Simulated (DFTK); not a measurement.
## GaN in DFTK: convergence with n bands

The system is GaN.

```
Ga N
1.0
     0.00000    2.13524    2.13524
     2.13524    0.00000    2.13524
     2.13524    2.13524    0.00000
Ga N
1 1
Direct
  0.00000 0.00000 0.00000
  0.50000 0.50000 0.50000
```

Measurements of this composition are mostly on another form, of space group No. 186.

- Program: DFTK 0.8.2
- Task: convergence study
- Functional: PBEsol
- Potentials or basis: SG15 1.2 (PBE)
- Cutoff: 1225 eV
- k mesh: 5 × 5 × 5
- Occupations: fermi-dirac, width 0.1 eV
- Spin: collinear spin, ferromagnetic start
- Starting moments: [0.5, 0.0] μB

These are the settings of the first run; the series varies n bands, with any setting tied to it.

Hardware: 1 thread of Intel(R) Xeon(R) Platinum 8175M CPU @ 2.50GHz (Skylake/Cascade Lake), on a shared host.

| n bands | energy less the tightest run, at zero smearing (meV/atom) | SCF cycles |
| --- | --- | --- |
| 10 | 0.00 | 10 |
| 11 | 0.00 | 10 |
| 13 | 0.00 | 11 |
| 15 | 0.00 | 11 |
| 19 | 0.00 | 10 |
| 25 | 0.00 | 10 |

Against the tightest run, the energy stays within 1 meV/atom from 10 on. The tightest run that finished is the yardstick and may itself not be fully converged.

Caveat, for the tightest run too: the k mesh is coarse (spacing up to 0.51 Å⁻¹), so the values aren't converged.
